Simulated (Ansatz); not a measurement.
# Os (Fm-3m) in Ansatz: equation of state

Aim: energy against volume of Os in PBE, for its equilibrium volume and stiffness.

Program: Ansatz 0.2.0. These are calculated values, not measurements. Logs are shortened: lines on timing, memory, paths and dates and some standing lists are left out, and cuts for length are marked.

### Step 1. The structure

It takes space group Fm-3m (No. 225, cubic). The conventional cell has a = 3.890 Å, b = 3.890 Å, c = 3.890 Å, α = 90.00°, β = 90.00°, γ = 90.00°. Os (site symmetry m-3m) is surrounded by 12 Os at 2.75 Å.

This isn't the form of Os at room conditions, which is hcp.

### Step 2. Equation of state, PBE

Potentials or basis: all-electron LAPW, scalar-relativistic.

This step only gathers the single runs of the series.

What came out:

```yaml
Equilibrium_volume: 14.32 Å³/atom
Bulk_modulus: 390 GPa
Pressure_derivative_of_the_bulk_modulus: 4.8
```

Energy against volume, from the lowest point:
| volume (Å³/atom) | energy (meV/atom) |
| --- | --- |
| 13.833 | 20.55 |
| 14.127 | 2.32 |
| 14.422 | 0.00 |
| 14.716 | 11.82 |
| 15.010 | 36.18 |
| 15.305 | 71.66 |
| 15.599 | 116.97 |

Spin-orbit coupling is left out, which matters for the levels of Os.
